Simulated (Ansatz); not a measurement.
# Fe2Ge (P6/mmm) in Ansatz: convergence with k mesh

Aim: find how far k mesh must go before the results for Fe2Ge settle, at PBEsol. This setting moves, with any that are tied to it; all else stays.

All numbers are computed with Ansatz 0.2.0; they aren't measurements. Logs are shortened: lines on timing, memory, paths and dates and some standing lists are left out, and cuts for length are marked.

## (1) The structure

Symmetry: P6/mmm, No. 191, hexagonal system. The conventional cell has a = 4.164 Å, b = 4.164 Å, c = 2.626 Å, α = 90.00°, β = 90.00°, γ = 120.00°. Ge (site symmetry 6/mmm) has 2 Ge at 2.63 Å and 12 Fe at 2.74 Å as nearest neighbours. Around Fe (site symmetry -6m2) lie 5 Fe at 2.40 to 2.63 Å and 6 Ge at 2.74 Å.

The cell comes from a database or a generator and needn't be the stable form of this composition.

## (2) With k mesh 2 × 2 × 3

input.yaml reads:

```yaml
crystal:
  lattice:
    - [4.1636340796, 0.0, 0.0]
    - [-2.0818170398, 3.605812885, 0.0]
    - [0.0, 0.0, 2.626466]
  atoms:
    - { symbol: Ge, position: [0.0, 0.0, 0.0] }
    - { symbol: Fe, position: [0.3333333333, 0.6666666667, 0.5], spin: 3.0 }
    - { symbol: Fe, position: [0.6666666667, 0.3333333333, 0.5], spin: 3.0 }
hamiltonian:
  xc: pbesol
  pseudopotentials: { kind: paw, level: accurate }
magnetization:
  spin_polarized: true
kpoints:
  mp_grid: { grid: [2, 2, 3] }
scf:
  occupations: { method: fermi_dirac, width: 0.05 }
output:
  forces: true
  stress: true
  eigenvalues: true
```

Potentials or basis: Ansatz PAW earlier set.

Command:

```bash
$ ansatz run input.yaml --threads 2 --pin off --max-ram 5632MiB --backend cpu --events-out ev --progress --plain --runs-dir out
```

Wall time 2.9 s (2 threads of Arm Neoverse V1, shared host); peak memory 0.4 GiB.

What came out:

```yaml
Free_energy: -13154.6652 eV
Pressure: -10.6 GPa
Band_gap_on_the_k_mesh: none (metal or under the smearing width)
Net_moment: 4.63 μB per cell
Absolute_moment: 4.97 μB per cell
Site_moments: Ge -0.06; Fe +2.33 μB
```

## (3) With k mesh 3 × 3 × 4

Changes to input.yaml since step 2:

```diff
@@ -15,3 +15,3 @@
 kpoints:
-  mp_grid: { grid: [2, 2, 3] }
+  mp_grid: { grid: [3, 3, 4] }
 scf:
```

Potentials or basis: Ansatz PAW earlier set.

Command:

```bash
$ ansatz run input.yaml --threads 2 --pin off --max-ram 5632MiB --backend cpu --events-out ev --progress --plain --runs-dir out
```

Wall time 5 s (2 threads of Arm Neoverse V1, shared host); peak memory 0.44 GiB.

Results:

```
Free energy            : -13154.8468 eV
Pressure               : -8.8 GPa
Band gap on the k mesh : none (metal or under the smearing width)
Net moment             : 4.75 μB per cell
Absolute moment        : 4.93 μB per cell
Site moments           : Ge -0.02; Fe +2.35 μB
```

## (4) With k mesh 4 × 4 × 5

Changes to input.yaml since step 3:

```diff
@@ -15,3 +15,3 @@
 kpoints:
-  mp_grid: { grid: [3, 3, 4] }
+  mp_grid: { grid: [4, 4, 5] }
 scf:
```

Command:

```bash
$ ansatz run input.yaml --threads 2 --pin off --max-ram 5632MiB --backend cpu --events-out ev --progress --plain --runs-dir out
```

It took 5.6 s on 2 threads of Arm Neoverse V1, shared host; peak memory 0.47 GiB.

Results:

```
Free energy            : -13154.9010 eV
Pressure               : -5.8 GPa
Band gap on the k mesh : none (metal or under the smearing width)
Net moment             : 5.15 μB per cell
Absolute moment        : 5.22 μB per cell
Site moments           : Ge +0.04; Fe +2.48 μB
```

## (5) With k mesh 4 × 4 × 6

Changes to input.yaml since step 4:

```diff
@@ -15,3 +15,3 @@
 kpoints:
-  mp_grid: { grid: [4, 4, 5] }
+  mp_grid: { grid: [4, 4, 6] }
 scf:
```

Command:

```bash
$ ansatz run input.yaml --threads 2 --pin off --max-ram 5632MiB --backend cpu --events-out ev --progress --plain --runs-dir out
```

Wall time 6.9 s (2 threads of Arm Neoverse V1, shared host); peak memory 0.48 GiB.

What came out:

```
Free energy            : -13154.8373 eV
Pressure               : -8.6 GPa
Band gap on the k mesh : none (metal or under the smearing width)
Net moment             : 4.87 μB per cell
Absolute moment        : 5.02 μB per cell
Site moments           : Ge -0.03; Fe +2.39 μB
```

## (6) With k mesh 5 × 5 × 7

Changes to input.yaml since step 5:

```diff
@@ -15,3 +15,3 @@
 kpoints:
-  mp_grid: { grid: [4, 4, 6] }
+  mp_grid: { grid: [5, 5, 7] }
 scf:
```

Potentials or basis: Ansatz PAW earlier set.

Command:

```bash
$ ansatz run input.yaml --threads 2 --pin off --max-ram 5632MiB --backend cpu --events-out ev --progress --plain --runs-dir out
```

It took 8.7 s on 2 threads of Arm Neoverse V1, shared host; peak memory 0.5 GiB.

The run converged. Its results:

```yaml
Free_energy: -13154.8986 eV
Pressure: -7.9 GPa
Band_gap_on_the_k_mesh: none (metal or under the smearing width)
Net_moment: 4.93 μB per cell
Absolute_moment: 5.05 μB per cell
Site_moments: Ge -0.00; Fe +2.41 μB
```

## (7) With k mesh 7 × 7 × 9

Changes to input.yaml since step 6:

```diff
@@ -15,3 +15,3 @@
 kpoints:
-  mp_grid: { grid: [5, 5, 7] }
+  mp_grid: { grid: [7, 7, 9] }
 scf:
```

Command:

```bash
$ ansatz run input.yaml --threads 2 --pin off --max-ram 5632MiB --backend cpu --events-out ev --progress --plain --runs-dir out
```

It took 17 s on 2 threads of Arm Neoverse V1, shared host; peak memory 0.59 GiB.

The run converged. Its results:

| Property | Result |
| --- | --- |
| Free energy | -13154.8882 eV |
| Pressure | -8.0 GPa |
| Band gap on the k mesh | none (metal or under the smearing width) |
| Net moment | 4.94 μB per cell |
| Absolute moment | 5.05 μB per cell |
| Site moments | Ge -0.01; Fe +2.41 μB |

## (8) With k mesh 8 × 8 × 11

Changes to input.yaml since step 7:

```diff
@@ -15,3 +15,3 @@
 kpoints:
-  mp_grid: { grid: [7, 7, 9] }
+  mp_grid: { grid: [8, 8, 11] }
 scf:
```

Command:

```bash
$ ansatz run input.yaml --threads 2 --pin off --max-ram 5632MiB --backend cpu --events-out ev --progress --plain --runs-dir out
```

Run time: 25 s. Hardware: 2 threads of Arm Neoverse V1, shared host; peak memory 0.68 GiB.

The run converged. Its results:

- Free energy: -13154.8802 eV
- Pressure: -7.2 GPa
- Band gap on the k mesh: none (metal or under the smearing width)
- Net moment: 5.01 μB per cell
- Absolute moment: 5.09 μB per cell
- Site moments: Ge +0.02; Fe +2.43 μB

## (9) With k mesh 10 × 10 × 14

Changes to input.yaml since step 8:

```diff
@@ -15,3 +15,3 @@
 kpoints:
-  mp_grid: { grid: [8, 8, 11] }
+  mp_grid: { grid: [10, 10, 14] }
 scf:
```

Potentials or basis: Ansatz PAW earlier set.

Command:

```bash
$ ansatz run input.yaml --threads 2 --pin off --max-ram 5632MiB --backend cpu --events-out ev --progress --plain --runs-dir out
```

Run time: 47 s. Hardware: 2 threads of Arm Neoverse V1, shared host; peak memory 0.9 GiB.

Results (log left out):

* Free energy: -13154.8831 eV
* Pressure: -7.3 GPa
* Band gap on the k mesh: none (metal or under the smearing width)
* Net moment: 4.99 μB per cell
* Absolute moment: 5.08 μB per cell
* Site moments: Ge +0.01; Fe +2.42 μB

## (10) With k mesh 12 × 12 × 16

Changes to input.yaml since step 9:

```diff
@@ -15,3 +15,3 @@
 kpoints:
-  mp_grid: { grid: [10, 10, 14] }
+  mp_grid: { grid: [12, 12, 16] }
 scf:
```

Potentials or basis: Ansatz PAW earlier set.

Command:

```bash
$ ansatz run input.yaml --threads 2 --pin off --max-ram 5632MiB --backend cpu --events-out ev --progress --plain --runs-dir out
```

What it wrote:

```text
Warning: RAYON_NUM_THREADS=2 ignored (pool sized by the plan → 2); use --threads N
Engine: ansatz 0.2.0, aarch64-unknown-linux-gnu
Pseudopotentials: kind: paw, level: accurate
Pseudopotential: Ge, paw, valence charge 14, recommended cutoff 560 eV (normal), Ge.paw.azcp#accurate
Pseudopotential: Fe, paw, valence charge 16, recommended cutoff 950 eV (high), Fe.paw.azcp
Functional definition: PBEsol
  exchange = pbesol_x
  correlation = pbesol_c
Crystal: 3 atoms, lattice volume = 39.432 Å³
Basis set: ecut = 950 eV, 2629 PW (Γ), exchange–correlation on 90×90×54 points (8 copies of the dense FFT grid, shifted against one another)
Bands: 32, of which v1, the nominal top of the filled ones, is band 23 counted from 1 (22 counted from 0)
Symmetry: 24 space group operations
Space group: P6/mmm (ITA 191), of the structure as read, at distance tolerance 3.4e-5 Å
Magnetic group: BNS 191.233 (UNI 1463), of the structure as read, at distance tolerance 3.4e-5 Å
k-points: 171 of 2304
Non-local potential: Ge, projectors of the file, l = 0: 3, l = 1: 3, l = 2: 3, l = 3: 2, l = 4: 1
Non-local potential: Fe, projectors of the file, l = 0: 3, l = 1: 3, l = 2: 3, l = 3: 2
PAW form: soft (Blöchl's): semilocal exchange-correlation on the pseudo side does not see the compensation charge
PAW frozen core: Ge, regenerated for the run's functional, and the local potential with it (the file was generated under x = pbe(κ = 0.804, μ = 0.2195149727645171), c = pbe(β = 0.06672455060314922))
PAW frozen core: Fe, regenerated for the run's functional, and the local potential with it (the file was generated under x = pbe(κ = 0.804, μ = 0.2195149727645171), c = pbe(β = 0.06672455060314922))
PAW one-centre angular grid: Ge, 590 points (default); XC on 64 Gauss nodes
PAW one-centre angular grid: Fe, 590 points (default); XC on 64 Gauss nodes
Initial density: superposition of atomic densities (chi_scale 0.1, normalization cell)
Starting moments: Σ|m| = 6 μB on 2 of 3 sites
Initial wavefunctions: pseudopotential atomic-orbital guess
Functional: x = pbesol(κ = 0.804, μ = 0.12345679012345678), c = pbesol(β = 0.046)
iter 1 solved again at ethr=2.04e-3 eV; its pass at ethr=3.10e-3 eV (dr2=9.36e-1 eV) is discarded
SCF iter   1: F=—  HF=-13154.619884 eV  |F-HF|=—  |Δ(HF+E_count)|=         —  Δρ=4.62e-2 (↑2.91e-2 ↓4.62e-2)  dr2=9.37e-1  dr2_m=3.85e-1  M=4.824 μB ∫|m|=4.900 μB  β_m=0.30  ethr=2.04e-3  ⟨swp⟩=1.2  Hψ=55472  notcnv=0
Mixer restart at iter 1: flushing history
preconditioner: auto → none  [metal: Δε(μ)=0.003 eV  Ē_g=15.001 eV  σ=0.050 eV  W_gap=0.02  n_scr=8 (ndim 8)  ℏωp=32.4 eV  f_vac=0.000  D(μ)=3.19/eV (n_scr^D=32)  sad-step TF]
SCF iter   2: F=—  HF=-13154.738539 eV  |F-HF|=—  |Δ(HF+E_count)|=   1.19e-1  Δρ=3.52e-2 (↑1.77e-2 ↓3.52e-2)  dr2=6.96e-1  dr2_m=1.77e-1  M=4.833 μB ∫|m|=4.915 μB  β_m=0.65  ethr=2.04e-3  ⟨swp⟩=1.7  Hψ=11995  notcnv=0
SCF iter   3: F=—  HF=-13154.979443 eV  |F-HF|=—  |Δ(HF+E_count)|=   2.41e-1  Δρ=2.51e-2 (↑1.84e-2 ↓2.51e-2)  dr2=7.39e-1  dr2_m=8.23e-3  M=5.039 μB ∫|m|=5.114 μB  β_m=0.48  ethr=1.51e-3  ⟨swp⟩=3.7  Hψ=23660  notcnv=0  defer=101
SCF iter   4: F=—  HF=-13154.885746 eV  |F-HF|=—  |Δ(HF+E_count)|=   9.37e-2  Δρ=5.82e-3 (↑5.82e-3 ↓4.35e-3)  dr2=5.69e-3  dr2_m=7.29e-3  M=4.977 μB ∫|m|=5.065 μB  β_m=0.56  ethr=1.51e-3  ⟨swp⟩=2.0  Hψ=18240  notcnv=0  defer=626
SCF iter   5: F=—  HF=-13154.884460 eV  |F-HF|=—  |Δ(HF+E_count)|=   1.29e-3  Δρ=2.23e-3 (↑2.13e-3 ↓2.23e-3)  dr2=6.94e-4  dr2_m=1.23e-3  M=4.999 μB ∫|m|=5.086 μB  β_m=0.74  ethr=1.24e-5  ⟨swp⟩=2.0  Hψ=15319  notcnv=0  defer=626
SCF iter   6: F=—  HF=-13154.885691 eV  |F-HF|=—  |Δ(HF+E_count)|=   1.23e-3  Δρ=5.70e-4 (↑3.26e-4 ↓5.70e-4)  dr2=2.79e-4  dr2_m=3.47e-5  M=5.003 μB ∫|m|=5.092 μB  β_m=0.71  ethr=1.51e-6  ⟨swp⟩=2.3  Hψ=18414  notcnv=0  defer=626
SCF iter   7: F=—  HF=-13154.885822 eV  |F-HF|=—  |Δ(HF+E_count)|=   1.31e-4  Δρ=1.06e-4 (↑1.06e-4 ↓3.08e-5)  dr2=3.97e-6  dr2_m=1.08e-6  M=5.004 μB ∫|m|=5.094 μB  β_m=0.73  ethr=6.06e-7  ⟨swp⟩=2.0  Hψ=16089  notcnv=0  defer=626
SCF iter   8: F=—  HF=-13154.885823 eV  |F-HF|=—  |Δ(HF+E_count)|=   1.02e-6  Δρ=2.18e-5 (↑1.94e-5 ↓2.18e-5)  dr2=3.84e-7  dr2_m=8.65e-8  M=5.004 μB ∫|m|=5.094 μB  β_m=0.78  ethr=8.64e-9  ⟨swp⟩=2.0  Hψ=16643  notcnv=0  defer=626
SCF iter   9: F=—  HF=-13154.885823 eV  |F-HF|=—  |Δ(HF+E_count)|=   2.45e-7  Δρ=6.96e-6 (↑6.96e-6 ↓3.68e-6)  dr2=6.41e-9  dr2_m=9.25e-9  M=5.004 μB ∫|m|=5.094 μB  β_m=0.83  ethr=8.35e-10  ⟨swp⟩=2.0  Hψ=15620  notcnv=0  defer=626
SCF iter  10: F=-13154.885823 eV  HF=-13154.885823 eV  |F-HF|=7.39e-10  |Δ(HF+E_count)|=   8.38e-9  Δρ=1.37e-6 (↑5.83e-7 ↓1.37e-6)  dr2=1.16e-9  dr2_m=2.51e-10  M=5.004 μB ∫|m|=5.094 μB  ethr=1.39e-11  ⟨swp⟩=6.5  Hψ=39891  notcnv=0
SCF 1 converged in 10 iterations: F = -13154.885823 eV  dr2 = 1.16e-9
SCF converged after 10 iterations
Magnetization: 5.0041 μB (25.5020 up, 20.4980 down)
Absolute magnetization: 5.0946 μB (∫|ρ↑−ρ↓|, with the PAW one-centre terms)
Spin contamination: 0.0836 ħ² per cell (⟨S²⟩ above its minimum at these occupations)
Per-site moments (μB) at R_I (Å): [(0.010371491174457388, 1.0834172250000003), (2.4301061819478766, 0.9915985433744827), (2.430106181947876, 0.9915985433744827)]
Free energy (F): -13154.885823 eV
Harris-Foulkes:  -13154.885823 eV  (|F-HF|=7.39e-10)
Internal energy: -13154.864164 eV  (E = F + TS)
E sigma→0 (E₀):  -13154.874993 eV
Entropy (-TS):   -0.021660 eV (-7.220 meV/atom)
Fermi energy:    16.793805 eV
--- Per-component energies (eV) ---
  E_band       = -526.051130
  E_kinetic    = 1389.463831
  E_local      = -7815.728817  (includes V_loc(G=0)·N_el)
  E_nonlocal   = 1707.994046
  E_hartree    = 2535.282107
  E_xc         = -676.217995
  E_vxc        = -467.641663  (∫ρ·V_xc dr)
  E_paw        = -4088.391672  (= ΣΔE_a, less E_core_relax)
  E_vpaw       = -410.701009  (= ΣTr[D̂ρ^β], less what the cores' own moments, if any, meet on the grid)
  E_core_relax = -0.000079  (the energy of the cores' relaxation)
  E_aug_tail   = 0.000002  (compensation charges beyond the density's cutoff)
  E_ewald      = -6208.541461
  E_core_change = 1.275875  (= ΣΔE_core)
  E_smearing   = -0.021660  (= −TS)
  E_closure    = 0.000000  (closes the sum)
  Σ components = -13154.885823   (vs F -13154.885823, Δ=0.00e0)
--- Forces (eV/Å), atoms counted from 1 ---
  atom   1  Ge     0.00000000     0.00000000     0.00000000
  atom   2  Fe    -0.00000000    -0.00000000     0.00000000
  atom   3  Fe    -0.00000000     0.00000000     0.00000000
  max |Σ_I F_I| component: 2.78e-17 eV/Å
--- Stress (GPa, compression-positive) ---
       -7.686511      -0.000000      -0.000000
        0.000000      -7.686511      -0.000000
       -0.000000      -0.000000      -6.283367
  P = ⅓ Tr σ = -7.2188 GPa (-72.188 kbar)
--- Band table (eV; the first three rows and the last of 342) ---
  k-point 0 ↑: bands = ["-71.3000", "-71.2317", "-37.5617", "-37.5119", "-37.5096", "-37.5096", "-37.2704", "-37.2704", "-8.3558", "-8.1399", "-8.1399", "-8.1352", "-8.1352", "4.1050", "12.0416", "12.0416", "12.7463", "13.7548", "13.9457", "13.9457", "14.5037", "14.5037", "15.3335", "15.3335", "16.9607", "18.8315", "18.8315", "19.5681", "19.5681", "23.8254", "24.5211", "30.2740"]
  k-point 1 ↑: bands = ["-71.2994", "-71.2311", "-37.5675", "-37.5172", "-37.5090", "-37.5090", "-37.2700", "-37.2700", "-8.3452", "-8.1395", "-8.1395", "-8.1394", "-8.1394", "4.1910", "12.0892", "12.0892", "12.7955", "13.8409", "13.9093", "13.9093", "14.4664", "14.4664", "15.2965", "15.2965", "17.0093", "18.8686", "18.8686", "19.7167", "19.7167", "23.5956", "23.8393", "31.3599"]
  k-point 2 ↑: bands = ["-71.2977", "-71.2296", "-37.5839", "-37.5323", "-37.5072", "-37.5072", "-37.2686", "-37.2686", "-8.3152", "-8.1515", "-8.1515", "-8.1382", "-8.1382", "4.4488", "12.2279", "12.2279", "12.9225", "13.7823", "13.7823", "14.0919", "14.3999", "14.3999", "15.1921", "15.1921", "17.1623", "18.9776", "18.9776", "20.1350", "20.1350", "21.7895", "23.8805", "32.9459"]
  k-point 170 ↓: bands = ["-68.4573", "-68.4573", "-34.8832", "-34.8163", "-34.8163", "-34.7224", "-34.7224", "-34.5605", "-8.2341", "-8.2341", "-8.1173", "-8.1173", "-8.0685", "9.7548", "11.3983", "13.3101", "13.3101", "15.2915", "15.2915", "16.1180", "17.0039", "17.4408", "17.4408", "17.6265", "18.6787", "19.0840", "19.0840", "20.4060", "20.4060", "25.4204", "25.4204", "27.7385"]
```

Run time: 70 s. Hardware: 2 threads of Arm Neoverse V1, shared host; peak memory 1.2 GiB.

Results:

- Free energy: -13154.8858 eV
- Pressure: -7.2 GPa
- Band gap on the k mesh: none (metal or under the smearing width)
- Net moment: 5.00 μB per cell
- Absolute moment: 5.09 μB per cell
- Site moments: Ge +0.01; Fe +2.43 μB

## (11) Result

| k mesh | energy less the tightest run, at zero smearing (meV/atom) | pressure (GPa) | absolute moment (μB) | SCF cycles | CPU time (s) | peak memory (GiB) |
| --- | --- | --- | --- | --- | --- | --- |
| 2 × 2 × 3 | 75.75 | -10.63 | 4.97 | 11 | 5.2 | 0.4 |
| 3 × 3 × 4 | 13.38 | -8.83 | 4.93 | 11 | 9.2 | 0.44 |
| 4 × 4 × 5 | -5.48 | -5.79 | 5.22 | 10 | 10 | 0.47 |
| 4 × 4 × 6 | 17.56 | -8.62 | 5.02 | 9 | 13 | 0.48 |
| 5 × 5 × 7 | -4.54 | -7.86 | 5.05 | 10 | 17 | 0.5 |
| 7 × 7 × 9 | -1.28 | -7.96 | 5.05 | 10 | 32 | 0.59 |
| 8 × 8 × 11 | 2.00 | -7.16 | 5.09 | 10 | 48 | 0.68 |
| 10 × 10 × 14 | 0.90 | -7.35 | 5.08 | 10 | 90 | 0.9 |
| 12 × 12 × 16 | 0.00 | -7.22 | 5.09 | 10 | 140 | 1.2 |

Against the tightest run, the energy stays within 1 meV/atom from 10 × 10 × 14 on; the absolute moment stays within 0.02 μB from 8 × 8 × 11 on. Not settled before the last step: the pressure (to 0.1 GPa). Meshes of other sizes hit other points, so gaps and Fermi surfaces needn't settle smoothly. The tightest run that finished is the yardstick and may itself not be fully converged.

Caveats: the PAW data sets come from PBE, with cores solved anew for the run's functional, which leaves a small shift of forces and pressure.
